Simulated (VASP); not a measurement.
TiC under changes of volume

One of the cells (10.361 Å³/atom); the others are scaled copies at fixed shape and fractional positions:

```
CELL_PARAMETERS angstrom
0.00000 2.18006 2.18006
2.18006 0.00000 2.18006
2.18006 2.18006 0.00000
ATOMIC_POSITIONS crystal
Ti 0.00000 0.00000 0.00000
C 0.50000 0.50000 0.50000
```

The cell is a database's computed one.

```yaml
Program: VASP 6.6.1
Functional: PBEsol
Potentials_or_basis: VASP PAW PBE potentials, release 64 (Ti_sv, C)
Cutoff: 520 eV
k_mesh: 11 × 11 × 11
Occupations: fermi-dirac, width 0.05 eV
Spin: no spin polarisation
```

```tsv
volume (Å³/atom)	energy over the lowest point (meV/atom)	pressure (GPa)
9.548	?	?
9.752	1.86	4.2
9.955	0.00	-1.4
10.361	15.89	-11.0
10.564	32.38	-15.1
10.767	53.84	-18.8
```

**Question.** What does the run at 9.548 Å³/atom give?

**Answer.** Energy over the lowest point 11.19 meV/atom; pressure 10.4 GPa.

Worked out: A Birch-Murnaghan fit of order 3 (a polynomial in V^(-2/3)) to the other rows has its minimum at 9.91 Å³/atom with B0 = V·E''(V) = 266 GPa and B' = 4.0. It gives 11.28 meV/atom at 9.548 Å³/atom, against the run's 11.19, and -dE/dV = 10.6 GPa, against 10.4.

Energies are extrapolated to zero smearing.

Caveats: the PAW data sets were made with another functional, which shifts forces and pressure a little.
